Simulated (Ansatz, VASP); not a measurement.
**SiC (honeycomb SiC 3 layers, AA'): VASP beside Ansatz**

One calculation is typed for both programs; each brings its own data sets. How far apart do they land? The structure shown is the start of the Ansatz relaxation below; VASP solves that cell, so the two are compared at the walk's first step.

Calculated with Ansatz 0.2.0; plane waves, with VASP 6.6.1 beside it; single point at PBE with D3(BJ).

## 1. The structure

The cell holds 6 atoms: 3 C and 3 Si. Its edges and angles: a = 3.100 Å, b = 3.100 Å, c = 44.400 Å, α = 90.0°, β = 90.0°, γ = 120.0°. Vacuum lies along c.

## 2. Ansatz: relaxation, PBE with D3(BJ)

Ansatz runs on its default PAW (the set named soft_2) files.

The two programs are compared at the cell with which this relaxation starts, whose forces are those of its first step.

File input.yaml:

```yaml
crystal:
  lattice:
    - [3.1, 0.0, 0.0]
    - [-1.55, 2.6846787517, 0.0]
    - [0.0, 0.0, 44.4000000018]
  atoms:
    - { symbol: C, position: [0.6666666667, 0.3333333333, 0.4245495495] }
    - { symbol: Si, position: [0.3333333333, 0.6666666667, 0.4245495495] }
    - { symbol: C, position: [0.3333333333, 0.6666666667, 0.5] }
    - { symbol: Si, position: [0.6666666667, 0.3333333333, 0.5] }
    - { symbol: C, position: [0.6666666667, 0.3333333333, 0.5754504505] }
    - { symbol: Si, position: [0.3333333333, 0.6666666667, 0.5754504505] }
  periodic: [true, true, false]
kpoints:
  mp_grid: { grid: [12, 12, 1] }
hamiltonian:
  xc: pbe
  dispersion: d3bj
scf:
  occupations: { method: fermi_dirac, width: 0.05 }
  convergence: { dr2_threshold: 1.0e-09 }
relax:
  f_tol: 0.004
  max_steps: 90
  cell: {}
output:
  write_potential: true
  write_density: true
  volumetric_format: npy
```

Command:

```bash
$ ansatz run input.yaml --threads 2 --pin off --max-ram 3072MiB --backend cpu --events-out ev --progress --plain --runs-dir out
```

Numbers of over 12 decimals in the logs are rounded to 6 here.

The log of the run:

```text
Warning: relax.cell: scf.convergence.dr2_threshold = 1e-9 eV is looser than the 2.15138584985e-10 eV advised for a relaxation that steers and ends on the stress (1e-10 eV for each atom of the cell: 6, times the square of relax.cell.stress_2d_tol = 0.05 N/m over 16.7 Å (the atoms' height at the walk's start and 5 Å past either face), 2.994e-2 GPa, over a crystal's default 0.05). What an SCF threshold leaves in a stress goes as its square root, and in the free energy as the threshold itself, and one threshold admits the most on a small cell: [figures from the program's tests cut] Set scf.convergence.dr2_threshold to 2.15138584985e-10 eV or tighter. [rest of the remark cut]
Engine: ansatz 0.2.0, aarch64-unknown-linux-gnu
Pseudopotentials: kind: paw
Pseudopotential: C, paw, valence charge 4, recommended cutoff 420 eV (normal), C.paw.azcp
Pseudopotential: Si, paw, valence charge 4, recommended cutoff 420 eV (normal), Si.paw.azcp
Functional definition: PBE
  parameter kappa = 0.804
  parameter beta = 0.066725
  exchange = pbe_x(kappa = kappa, mu = beta*pi^2/3)
  correlation = pbe_c(beta = beta)
Crystal: 6 atoms, lattice volume = 369.519 Å³
Basis set: ecut = 420 eV, 7193 PW (Γ), exchange–correlation on 48×48×600 points (8 copies of the dense FFT grid, shifted against one another)
Bands: 18, of which v1, the nominal top of the filled ones, is band 12 counted from 1 (11 counted from 0)
Symmetry: 12 space group operations
Space group: P-6m2 (ITA 187), of the structure as read, at distance tolerance 7.2e-5 Å
k-points: 19 of 144 (time reversal used)
Non-local potential: C, projectors of the file, l = 0: 2, l = 1: 2, l = 2: 1
Non-local potential: Si, projectors of the file, l = 0: 2, l = 1: 2, l = 2: 2
PAW form: soft (Blöchl's): semilocal exchange-correlation on the pseudo side does not see the compensation charge
PAW one-centre angular grid: C, 110 points (default); XC on 64 Gauss nodes
PAW one-centre angular grid: Si, 110 points (default); XC on 64 Gauss nodes
Initial density: superposition of atomic densities (neutral atoms: chi_scale 0, normalization atom), corrected by the library's trained network
Initial wavefunctions: pseudopotential atomic-orbital guess
Functional: x = pbe(κ = 0.804, μ = 0.219515), c = pbe(β = 0.066725)
SCF iter   1: F=—  HF=-2659.739761 eV  |F-HF|=—  |Δ(HF+E_count)|=         —  Δρ=1.44e-3  dr2=1.24e-2  ethr=1.77e-3  ⟨swp⟩=14.0  Hψ=3607  notcnv=0
preconditioner: auto → Resta (q_TF=auto, 1.730 Å⁻¹)  ε∞=1.8  [insulator: Δε(μ)=2.150 eV  Ē_g=10.284 eV  σ=0.050 eV  W_gap=1.00  n_scr=24 (ndim 8)  ℏωp=9.5 eV  f_vac=0.742  D(μ)=0.00/eV (n_scr^D=0)  ε∞_Penn≈1.8  vacuum switching on, ρ_ref=7.7e-3 e/Å³]
SCF iter   2: F=—  HF=-2659.739086 eV  |F-HF|=—  |Δ(HF+E_count)|=   6.74e-4  Δρ=6.85e-4  dr2=2.30e-3  ethr=5.16e-5  ⟨swp⟩=3.6  Hψ=978  notcnv=0  defer=22
SCF iter   3: F=—  HF=-2659.739464 eV  |F-HF|=—  |Δ(HF+E_count)|=   3.77e-4  Δρ=2.96e-4  dr2=5.48e-4  ethr=9.57e-6  ⟨swp⟩=2.7  Hψ=627  notcnv=0  defer=22
SCF iter   4: F=—  HF=-2659.739621 eV  |F-HF|=—  |Δ(HF+E_count)|=   1.57e-4  Δρ=7.89e-5  dr2=8.62e-5  ethr=2.28e-6  ⟨swp⟩=3.6  Hψ=689  notcnv=0  defer=22
SCF iter   5: F=—  HF=-2659.739595 eV  |F-HF|=—  |Δ(HF+E_count)|=   2.61e-5  Δρ=2.97e-5  dr2=2.61e-6  ethr=3.59e-7  ⟨swp⟩=2.9  Hψ=604  notcnv=0  defer=22
SCF iter   6: F=—  HF=-2659.739576 eV  |F-HF|=—  |Δ(HF+E_count)|=   1.94e-5  Δρ=7.80e-6  dr2=2.90e-7  ethr=1.09e-8  ⟨swp⟩=3.3  Hψ=743  notcnv=0  defer=22
SCF iter   7: F=—  HF=-2659.739576 eV  |F-HF|=—  |Δ(HF+E_count)|=   4.02e-8  Δρ=2.36e-6  dr2=2.40e-8  ethr=1.21e-9  ⟨swp⟩=2.6  Hψ=613  notcnv=0  defer=22
SCF iter   8: F=—  HF=-2659.739576 eV  |F-HF|=—  |Δ(HF+E_count)|=   1.57e-9  Δρ=7.17e-7  dr2=1.04e-9  ethr=1.00e-10  ⟨swp⟩=3.1  Hψ=669  notcnv=0  defer=22
SCF iter   9: F=-2659.739576 eV  HF=-2659.739576 eV  |F-HF|=5.59e-11  |Δ(HF+E_count)|=   2.80e-9  Δρ=9.77e-8  dr2=3.72e-11  ethr=4.17e-12  ⟨swp⟩=11.0  Hψ=2476  notcnv=0
SCF 1 converged in 9 iterations: F = -2659.739576 eV  dr2 = 3.72e-11
  greatest PAW one-centre occupation: 0.652 electrons in one spin orbital (limit 2), on the C atom at site 2 (counted from 0), in its partial waves of l = 0
relax step   1: F+E_penalty+E_count = -2659.73957560 eV  Δ(F+E_penalty+E_count) = +0.000e0 eV  max|allowed force component| = 2.489e-1 eV/Å  Δτ_max = 0.0000 Å  P = -2.165 N/m  Ω = 369.519 Å³  fix = [c, alpha, beta]  reactions: c -0.000 N/m  (9 SCF iters, accepted)
[...]
relax step  12: F+E_penalty+E_count = -2660.11220568 eV  Δ(F+E_penalty+E_count) = +1.654e-5 eV  max|allowed force component| = 1.627e-5 eV/Å  Δτ_max = 0.0002 Å  P = +0.001 N/m  Ω = 376.108 Å³  energy of the carried Pulay correction = -1.947e-5 eV  fix = [c, alpha, beta]  reactions: c +0.000 N/m  (5 SCF iters, accepted)
[...]
relax step  13: F+E_penalty+E_count = -2660.11224682 eV  Δ(F+E_penalty+E_count) = -4.114e-5 eV  max|allowed force component| = 3.664e-5 eV/Å  Δτ_max = 0.0000 Å  P = +0.001 N/m  Ω = 376.108 Å³  fix = [c, alpha, beta]  reactions: c +0.000 N/m  stress off target by 1.32e-3 N/m on what of the cell is left free  SCF on the basis re-selected at this cell (its energy is not comparable with the rows above)  (6 SCF iters)
basis re-selected at this cell: Δ(F+E_penalty+E_count) = -4.114e-5 eV, ΔP = +0.000 N/m vs the last step (what re-selecting the basis moved, of the pressure what is left beyond the Pulay correction that the steps carried, after the strain that the cell walked since its last selection, with what the two solves' SCF thresholds leave and, on support functions, any second-order correction that the steps lacked; it is no m [...]
WARN: The output density's exchange-correlation potential varies sharply where the density is thin. Do not read a vacuum level from v_tot or v_xc, or from such a field of the output density. On a cell that repeats whose density bears no net charge and no dipole along the vacuum's axis use v_es (v_loc + v_h of the components); under efield.dipole_correction with no amplitude use v_es + v_field, which holds any externa [...]
SCF converged after 6 iterations
an eigenvalue changed by more than its tolerance at an iteration that met the thresholds in force, so the SCF went on 2 times, its first undamped step at iteration 5: the last check found none over its tolerance
Free energy (F): -2660.112247 eV
Harris-Foulkes:  -2660.112247 eV  (|F-HF|=1.93e-10)
Internal energy: -2660.112247 eV  (E = F + TS)
E sigma→0 (E₀):  -2660.112247 eV
Fermi energy:    -4.263690 eV
--- Per-component energies (eV) ---
  E_band       = -278.793136
  E_kinetic    = 403.942180
  E_local      = -54270.583947  (includes V_loc(G=0)·N_el)
  E_nonlocal   = 155.539397
  E_hartree    = 26892.496335
  E_xc         = -314.575620
  E_vxc        = -325.380262  (∫ρ·V_xc dr)
  E_paw        = -1835.901962  (= ΣΔE_a)
  E_vpaw       = -27.304931  (= ΣTr[D̂ρ^β])
  E_aug_tail   = 0.000040  (compensation charges beyond the density's cutoff)
  E_ewald      = 26310.366256
  E_disp       = -1.394924  (pairwise vdW)
  E_smearing   = -0.000000  (= −TS)
  E_closure    = -0.000000  (closes the sum)
  Σ components = -2660.112247   (vs F -2660.112247, Δ=0.00e0)
--- Forces (eV/Å), atoms counted from 1 ---
  atom   1  C      0.00000000     0.00000000    -0.00003664
  atom   2  Si     0.00000000    -0.00000000    -0.00000651
  atom   3  C      0.00000000     0.00000000     0.00000000
  atom   4  Si    -0.00000000     0.00000000     0.00000000
  atom   5  C      0.00000000     0.00000000     0.00003664
  atom   6  Si     0.00000000    -0.00000000     0.00000651
  max |Σ_I F_I| component: 5.55e-17 eV/Å
--- 2D stress c σ (N/m, compression-positive) ---
        0.001323       0.000000       0.000000
        0.000000       0.001323       0.000000
        0.000000       0.000000       0.000000
  P = ½ c Tr σ = 0.0013 N/m
--- Band table (eV; the first three rows and the last of 19) ---
  k-point 0: bands = [... 8 lower, -6.9726, -6.7132, -6.7132, -5.8133, -1.7626 (-1.7626°), -1.1906 (-1.1906°), -0.6263 (-0.6263°), 0.0700 (-0.0013°?), ... 2 higher]
  k-point 1: bands = [... 8 lower, -7.1537, -7.1138, -6.8118, -5.6513, -1.4239 (-1.4239°), -1.0363 (-1.0363°), -0.5781 (-0.5781°), 0.0227 (0.0225°), ... 2 higher]
  k-point 2: bands = [... 8 lower, -8.1598, -7.4614, -7.0756, -5.4354, -1.6075, -0.7412 (-0.7412°), -0.6652 (-0.6652°), 0.0716 (0.0715°), ... 2 higher]
  k-point 18: bands = [... 8 lower, -10.4856, -8.0390, -7.3525, -5.5261, -2.2480, -1.1941, -0.1754, 0.0861, ... 2 higher]
  ° read free of the cell's end (the report's vacuum.weakly_bound_levels)
  °? not known for the slab's own: over its row's bound_up_to_ev there, or no deeper under its free states than its continued_xc_part_ev in size
--- Relaxed structure (11 steps of the walk, 10 accepted, 2 SCFs on fresh bases) ---
  F+E_penalty+E_count = -2660.11224682 eV   max|allowed force component| = 3.664e-5 eV/Å   (the final SCF, on the basis selected at the relaxed cell)
  cell:  # Å, volume = 376.1081 Å³
    - [3.127516, 0.0, 0.0]
    - [-1.563758, 2.708508, 0.0]
    - [0.0, 0.0, 44.4000000018]
  atoms:
    - { symbol: C, position: [0.666667, 0.333333, 0.444536] }
    - { symbol: Si, position: [0.333333, 0.666667, 0.447348] }
    - { symbol: C, position: [0.333333, 0.666667, 0.5] }
    - { symbol: Si, position: [0.666667, 0.333333, 0.5] }
    - { symbol: C, position: [0.666667, 0.333333, 0.555464] }
    - { symbol: Si, position: [0.333333, 0.666667, 0.552652] }
```

The column dr2 measures how far the density is from self-consistency, as an energy; F and HF (Harris–Foulkes) agree once it is small.

## 3. VASP: single point, PBE with D3(BJ), start cell

The same cell, functional, mesh and smearing now go to VASP, with its own data sets.

Lines of VASP's logs that name or quote its potential files are left out, and so is its time.

File INCAR:

```
SYSTEM = SiC
PREC = Accurate
ENCUT = 520
EDIFF = 1E-06
NELM = 120
ISMEAR = -1
SIGMA = 0.05
LREAL = .FALSE.
ALGO = Normal
GGA = PE
IVDW = 12
NBANDS = 18
LORBIT = 11
LWAVE = .FALSE.
LCHARG = .FALSE.
ISIF = 2
LDIPOL = .TRUE.
IDIPOL = 3
DIPOL = 0.5 0.5 0.5
LVHAR = .TRUE.
LASPH = .TRUE.
GGA_COMPAT = .FALSE.
EFERMI = MIDGAP
NELMDL = -8
KPAR = 2
```

File POSCAR:

```
SiC
1.0
    3.1000000000      0.0000000000      0.0000000000
   -1.5500000000      2.6846790000      0.0000000000
    0.0000000000      0.0000000000     44.4000000000
C Si
3 3
Direct
    0.6666666667      0.3333333333      0.4245495495
    0.3333333333      0.6666666667      0.5000000000
    0.6666666667      0.3333333333      0.5754504505
    0.3333333333      0.6666666667      0.4245495495
    0.6666666667      0.3333333333      0.5000000000
    0.3333333333      0.6666666667      0.5754504505
```

File KPOINTS:

```
Automatic mesh
0
Gamma
12 12 1
0 0 0
```

PAW data sets: C and Si (PBE family, release 64).

Command:

```bash
$ mpirun -np 2 vasp_std
```

The log of the run:

```text
[banner, memory and clock lines left out]
running    2 mpi-ranks, on    1 nodes
 distrk:  each k-point on    1 cores,    2 groups
 distr:  one band on    1 cores,    1 groups

 POSCAR found type information on POSCAR C Si
 POSCAR found :  2 types and       6 ions
 LDA part: xc-table for (Slater+PW92), standard interpolation
 POSCAR, INCAR and KPOINTS ok, starting setup
 FFT: planning ... GRIDC
 FFT: planning ... GRID_SOFT
 FFT: planning ... GRID
 WAVECAR not read
 entering main loop
       N       E                     dE             d eps       ncg     rms          rms(c)
DAV:   1     0.188964252298E+03    0.18896E+03   -0.80292E+03   684   0.937E+02
DAV:   2    -0.169715089047E+02   -0.20594E+03   -0.19304E+03  1024   0.190E+02
DAV:   3    -0.487862612720E+02   -0.31815E+02   -0.31576E+02   828   0.847E+01
DAV:   4    -0.500848759491E+02   -0.12986E+01   -0.12954E+01   962   0.217E+01
DAV:   5    -0.501165230047E+02   -0.31647E-01   -0.31622E-01  1058   0.303E+00
DAV:   6    -0.501175651462E+02   -0.10421E-02   -0.10419E-02   978   0.503E-01
DAV:   7    -0.501176263948E+02   -0.61249E-04   -0.61243E-04  1064   0.109E-01
DAV:   8    -0.501176299958E+02   -0.36010E-05   -0.36009E-05   990   0.242E-02    0.166E+01
DAV:   9    -0.424794839145E+02    0.76381E+01   -0.28845E+01   768   0.250E+01    0.690E+00
DAV:  10    -0.423415448771E+02    0.13794E+00   -0.17704E+00   944   0.674E+00    0.321E+00
DAV:  11    -0.422606457810E+02    0.80899E-01   -0.14886E-01   974   0.216E+00    0.112E+00
DAV:  12    -0.422436478228E+02    0.16998E-01   -0.36017E-02  1022   0.109E+00    0.208E-01
DAV:  13    -0.422421383647E+02    0.15095E-02   -0.59331E-03   952   0.367E-01    0.136E-01
DAV:  14    -0.422402359266E+02    0.19024E-02   -0.32055E-03   968   0.274E-01    0.499E-02
[...]
DAV:  19    -0.422417895123E+02   -0.16227E-03   -0.79932E-06   806   0.123E-02    0.514E-03
DAV:  20    -0.422419412699E+02   -0.15176E-03   -0.90835E-06   746   0.109E-02    0.209E-03
DAV:  21    -0.422419804114E+02   -0.39141E-04   -0.23893E-06   824   0.582E-03    0.131E-03
DAV:  22    -0.422420142455E+02   -0.33834E-04   -0.19463E-06   760   0.404E-03    0.987E-04
DAV:  23    -0.422420282124E+02   -0.13967E-04   -0.49052E-07   772   0.220E-03    0.472E-04
DAV:  24    -0.422420356637E+02   -0.74513E-05   -0.12644E-07   680   0.125E-03    0.247E-04
DAV:  25    -0.422420388727E+02   -0.32090E-05   -0.41217E-08   640   0.767E-04    0.204E-04
DAV:  26    -0.422420398398E+02   -0.96711E-06   -0.40510E-09   586   0.328E-04
   1 F= -.43439991E+02 E0= -.43439991E+02  d E =-.185587E-09
```

OUTCAR, selected parts (step 3):

```text
ion  position               nearest neighbor table
   1  0.667  0.333  0.425-   4 1.79   4 1.79   4 1.79
   2  0.333  0.667  0.500-   5 1.79   5 1.79   5 1.79
   3  0.667  0.333  0.575-   6 1.79   6 1.79   6 1.79
   4  0.333  0.667  0.425-   1 1.79   1 1.79   1 1.79
   5  0.667  0.333  0.500-   2 1.79   2 1.79   2 1.79
   6  0.333  0.667  0.575-   3 1.79   3 1.79   3 1.79

  LATTYP: Found a hexagonal cell.
 ALAT       =     3.1000000000
 C/A-ratio  =    14.3225806452

 Subroutine GETGRP returns: Found 12 space group operations
 (whereof 12 operations were pure point group operations)

The static configuration has the point symmetry D_3h.

 Found     19 irreducible k-points:

   k-points           NKPTS =     19   k-points in BZ     NKDIM =     19   number of bands    NBANDS=     18

   dimension x,y,z NGX =    24 NGY =   24 NGZ =  336
   dimension x,y,z NGXF=    48 NGYF=   48 NGZF=  672

   ENCUT  =  520.0 eV  38.22 Ry    6.18 a.u.   5.76  5.76 82.55*2*pi/ulx,y,z

   NELECT =      24.0000    total number of electrons

 k-points in reciprocal lattice and weights: Automatic mesh
   0.00000000  0.00000000  0.00000000       0.007
   0.08333333 -0.00000000  0.00000000       0.042
   0.16666667 -0.00000000  0.00000000       0.042
   0.25000000 -0.00000000  0.00000000       0.042
   0.33333333 -0.00000000  0.00000000       0.042
   0.41666667 -0.00000000  0.00000000       0.042
   0.50000000 -0.00000000  0.00000000       0.021
   0.08333333  0.08333333  0.00000000       0.042
   0.16666667  0.08333333  0.00000000       0.083
[...]
0.33333333  0.25000000  0.00000000       0.083
   0.33333333  0.33333333  0.00000000       0.014

 dipolmoment           0.000000      0.000000     -0.000000 electrons x Angstroem

 average (electrostatic) potential at core
       1 -55.9468       2 -55.9136       3 -55.9468       4 -91.6214       5 -91.6571
       6 -91.6214

 E-fermi :  -1.7645

 k-point     1 :       0.0000    0.0000    0.0000
  band No.  band energies     occupation
    ...
      8      -4.2388      2.00000
      9      -4.1829      2.00000
     10      -4.1829      2.00000
     11      -4.1294      2.00000
     12      -4.1294      2.00000
     13       0.1479      0.00000
     14       0.9516      0.00000
     15       1.9958      0.00000
     16       2.2130      0.00000
     17       2.2623      0.00000
    ...

 k-point     2 :       0.0833   -0.0000    0.0000
  band No.  band energies     occupation
    ...
      8      -4.6655      2.00000
      9      -4.6188      2.00000
     10      -4.3813      2.00000
     11      -4.3186      2.00000
     12      -4.2585      2.00000
     13       0.3518      0.00000
     14       1.1250      0.00000
     15       2.1582      0.00000
     16       2.3608      0.00000
     17       2.4144      0.00000
    ...

 k-point     3 :       0.1667   -0.0000    0.0000
  band No.  band energies     occupation
    ...
      8      -5.7699      2.00000
      9      -4.7941      2.00000
     10      -4.7302      2.00000
     11      -4.6544      2.00000
     12      -4.5820      2.00000
     13       0.7907      0.00000
     14       1.4944      0.00000
     15       2.4633      0.00000
     16       2.7581      0.00000
     17       2.7994      0.00000
    ...

 Edisp (eV)   -1.19795

  Total      -1.17969    -1.17969    -1.19691    -0.00000    -0.00000     0.00000
  in kB      -5.11495    -5.11495    -5.18963    -0.00000    -0.00000     0.00000
  external pressure =       -5.14 kB  Pullay stress =        0.00 kB

  energy-cutoff  :      520.00
  volume of cell :      369.52
      direct lattice vectors                 reciprocal lattice vectors
     3.100000000  0.000000000  0.000000000     0.322580645  0.186242005  0.000000000
    -1.550000000  2.684679000  0.000000000     0.000000000  0.372484010  0.000000000
     0.000000000  0.000000000 44.400000000     0.000000000  0.000000000  0.022522523

 POSITION                                       TOTAL-FORCE (eV/Angst)
 -----------------------------------------------------------------------------------
      1.55000      0.89489     18.85000        -0.000000      0.000000     -0.072361
     -0.00000      1.78979     22.20000         0.000000      0.000000      0.000000
      1.55000      0.89489     25.55000        -0.000000     -0.000000      0.072361
     -0.00000      1.78979     18.85000         0.000000      0.000000      0.248144
      1.55000      0.89489     22.20000        -0.000000      0.000000      0.000000
     -0.00000      1.78979     25.55000         0.000000      0.000000     -0.248144
 -----------------------------------------------------------------------------------
    total drift:                                0.000000     -0.000006     -0.000000

  FREE ENERGIE OF THE ION-ELECTRON SYSTEM (eV)
  ---------------------------------------------------
  free  energy   TOTEN  =       -43.4399906324 eV

  energy  without entropy=      -43.4399906322  energy(sigma->0) =      -43.43999063

 vacuum level on the upper side and lower side of the slab         2.234         2.234

 total charge
# of ion       s       p       d       tot
------------------------------------------
    1        0.848   1.689   0.000   2.536
    2        0.848   1.692   0.000   2.540
    3        0.848   1.689   0.000   2.536
    4        0.737   0.967   0.000   1.704
    5        0.737   0.959   0.000   1.696
    6        0.737   0.967   0.000   1.704
--------------------------------------------------
tot          4.754   7.962   0.000  12.717

[... 3 further parts left out ...]
```

## 4. Comparison

Known differences besides the potentials themselves: Ansatz cuts the interaction across the vacuum, VASP repeats the sheet with a dipole correction; the cutoff is 420 eV in Ansatz and 520 eV in VASP. Total energies have different zeros and are not compared.

Forces (eV/Å; atoms numbered as in POSCAR):

| atom | Ansatz x, y, z | VASP x, y, z |
| --- | --- | --- |
| C1 | 0.000, 0.000, -0.072 | 0.000, 0.000, -0.072 |
| C2 | 0.000, 0.000, 0.000 | 0.000, 0.000, 0.000 |
| C3 | 0.000, 0.000, 0.072 | 0.000, 0.000, 0.072 |
| Si4 | 0.000, 0.000, 0.249 | 0.000, 0.000, 0.248 |
| Si5 | 0.000, 0.000, 0.000 | 0.000, 0.000, 0.000 |
| Si6 | 0.000, 0.000, -0.249 | 0.000, 0.000, -0.248 |

The forces differ by 0.3 meV/Å r.m.s., which is 0.3 % of the r.m.s. force of 0.086 eV/Å (both taken over all components). With vacuum in the cell, a pressure given here is an average over mostly empty space and none of the material.

## 5. Results

- r.m.s. force difference (single point, PBE with D3(BJ), start cell): 0.27 meV/Å

**Reading.** The r.m.s. force difference is 0.27 meV/Å (single point, PBE with D3(BJ), start cell), within the 12 meV/Å picked in this series as the mark of a large difference. 1 further run of this series is not shown here. Such differences can come from data sets, numerical settings and the points named under the comparisons, not from the functional's error against experiment.

[Lines on the potential files, build, host, timing and source positions are cut from VASP's logs without a mark.]

[Logs are printed without paths, hosts, clocks, repeated set-up lines and the standing remarks that a program may print on its own settings, such as how far it seeks lower states.]

[Hosts, paths, dates, database ids (printed as entryN), source tags and the programs' standing remarks are cut or masked in the printed files.]
